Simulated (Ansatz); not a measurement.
## AlFe under changes of volume

One of the cells (12.321 Å³/atom); the others are scaled copies at fixed shape and fractional positions:

```xyz
2
Lattice="2.9100 0.0000 0.0000 0.0000 2.9100 0.0000 0.0000 0.0000 2.9100" Properties=species:S:1:pos:R:3 pbc="T T T"
Fe    1.4550    1.4550    1.4550
Al    0.0000    0.0000    0.0000
```

- Program: Ansatz 0.2.0
- Functional: PBE
- Potentials or basis: Ansatz PAW
- Cutoff: 420 eV (not typed: the program's choice for these potentials)
- k mesh: 9 × 9 × 9
- Occupations: fermi-dirac, width 0.05 eV
- Spin: collinear spin, ferromagnetic start
- Starting moments: [3.0, 0.0] μB

```csv
volume (Å³/atom),energy over the lowest point (meV/atom),pressure (GPa),moment (μB per cell)
11.582,?,?,?
11.828,0.00,0.6,0.63
12.075,2.03,-3.0,0.64
12.321,9.20,-6.1,0.66
12.568,20.97,-8.9,0.67
12.814,36.86,-11.5,0.69
13.060,56.46,-13.7,0.71
```

Question: What does the run at 11.582 Å³/atom give?

Answer: Energy over the lowest point 3.69 meV/atom; pressure 4.5 GPa; moment 0.61 μB per cell.

Worked out: A Birch-Murnaghan fit of order 3 (a polynomial in V^(-2/3)) to the other rows has its minimum at 11.86 Å³/atom with B0 = V·E''(V) = 176 GPa and B' = 4.1. It gives 3.65 meV/atom at 11.582 Å³/atom, against the run's 3.69, and -dE/dV = 4.4 GPa, against 4.5. A straight line through the other rows of the moment, of slope 0.0649 μB per Å³/atom, extrapolates to 0.61 μB, against the run's 0.61.

Energies are extrapolated to zero smearing.
